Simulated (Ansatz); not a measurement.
`CCCC(C)(C)CC` + HI → `CCCI` + `CCC(C)C`  (substitution at a C–C bond)

Gas-phase electronic energies from Ansatz, PBE0-D4/def2-TZVP geometries. CCSD(T)/CBS adds triple-zeta CCSD(T) − MP2 to the extrapolated MP2 energy (def2 sets, frozen cores). Elements past krypton have def2 core potentials. For I outer-core shells are correlated without core-valence functions, which leaves a few kJ/mol of doubt a bond. One conformer a species, not always the lowest.

`CCCC(C)(C)CC`:

Cartesian coordinates in Å:
```
C 2.310 0.274 -2.067
C 1.615 0.292 -0.715
C 0.282 -0.438 -0.749
C -0.502 -0.511 0.569
C -1.825 -1.223 0.294
C 0.273 -1.325 1.603
C -0.763 0.884 1.159
C -1.471 1.874 0.250
H 1.691 0.749 -2.833
H 3.265 0.802 -2.036
H 2.506 -0.751 -2.394
H 1.465 1.330 -0.401
H 2.272 -0.161 0.035
H 0.451 -1.465 -1.097
H -0.353 0.028 -1.512
H -2.414 -0.705 -0.466
H -2.430 -1.292 1.203
H -1.646 -2.240 -0.066
H 0.499 -2.326 1.225
H 1.217 -0.845 1.873
H -0.312 -1.438 2.520
H 0.192 1.312 1.480
H -1.351 0.753 2.076
H -2.448 1.508 -0.073
H -1.635 2.822 0.769
H -0.887 2.093 -0.647
```

HI:

Z-matrix (Å, degrees):
```
I
H 1 1.610
```

`CCCI`:

Cartesian coordinates in Å:
```
C -0.297 -0.699 -1.065
C -0.138 -0.477 0.426
C 0.534 0.825 0.796
I -0.631 2.557 0.269
H -0.742 -1.675 -1.268
H -0.941 0.063 -1.510
H 0.670 -0.659 -1.575
H -1.108 -0.543 0.927
H 0.483 -1.277 0.851
H 1.483 0.963 0.281
H 0.687 0.922 1.868
```

`CCC(C)C`:

```xyz
17

C    -0.886   -1.236    1.413
C    -0.033   -0.032    1.049
C    -0.139    0.408   -0.409
C     0.625    1.706   -0.629
C     0.346   -0.666   -1.372
H    -0.573   -2.135    0.879
H    -0.823   -1.454    2.482
H    -1.939   -1.058    1.174
H     1.020   -0.242    1.276
H    -0.316    0.813    1.687
H    -1.201    0.599   -0.621
H     0.527    2.056   -1.660
H     1.691    1.564   -0.427
H     0.264    2.498    0.032
H    -0.234   -1.587   -1.289
H     1.396   -0.911   -1.177
H     0.274   -0.324   -2.408
```

```
       species  CCSD(T)/CBS(def2) energy (Eh)
`CCCC(C)(C)CC`                     -315.28903
            HI                     -298.03592
        `CCCI`                     -415.82110
     `CCC(C)C`                     -197.50425
```

Task: Work out ΔE.

Result: ΔE = (-415.82110) + (-197.50425) − (-315.28903) − (-298.03592) = -0.00040 Eh = -1.1 kJ/mol.

Largest T1 diagnostic among the species: 0.009.

In def2-TZVPP, CCSD(T) changes the Hartree–Fock value by +21.1 kJ/mol (the triples alone add +1.2 kJ/mol) and MP2 by +18.9 kJ/mol. From PBE to PBE0 (25 % exact exchange), in def2-TZVPP and without D4, ΔE moves by +5.3 kJ/mol.
